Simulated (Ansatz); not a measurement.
Bi: a fit and a missing row

Bi, P6_3/mmc, a = 4.344 Å, c = 4.217 Å. This isn't the element's structure at ambient conditions. Ansatz: r2SCAN, PAW, 500 eV, Γ-centred 12×12×10 mesh on 2 atoms, Gaussian smearing 0.10 eV; no spin polarisation. Shape and atoms are relaxed at each volume; pressure is positive in compression.

| V (Å³/atom) | P (GPa) |
| --- | --- |
| 32.387 | 3.26 |
| 33.421 | 1.50 |
| 34.454 | 0.02 |
| 35.488 | ? |
| 36.522 | -2.30 |

Question: Take V0 = 34.454 Å³/atom, count pressures from its P0 = 0.02 GPa, fit the third-order Birch–Murnaghan form to the other rows, and predict the missing pressure.

Answer: With the Eulerian strain f = ½[(V0/V)^(2/3) − 1] and y = (P − P0)/[3f(1 + 2f)^(5/2)], the form is the line y = B0 + 1.5 B0 (B0′ − 4) f. Rows (f, y): 0.02105, 46.3; 0.01025, 45.7; -0.01906, 44.7. Means f = 0.004080, y = 45.567; Σ(Δf)² = 0.0008615, ΣΔfΔy = 0.03332; the slope is their ratio. y = 45.41 + 38.68 f GPa, so B0 = 45.4 GPa and B0′ = 4 + 2 × (38.68)/(3 × 45.41) = 4.57. At V = 35.488, f = -0.00976, y = 45.03 and P = -1.24 GPa. The run gave -1.24 GPa, the same to the digits shown.

Spin–orbit coupling is left out, which can shift energies with elements as heavy as these.

Cost: 5 runs of about 3 core-minutes in all, on Intel Xeon Platinum 8488C (Sapphire Rapids) (shared hosts).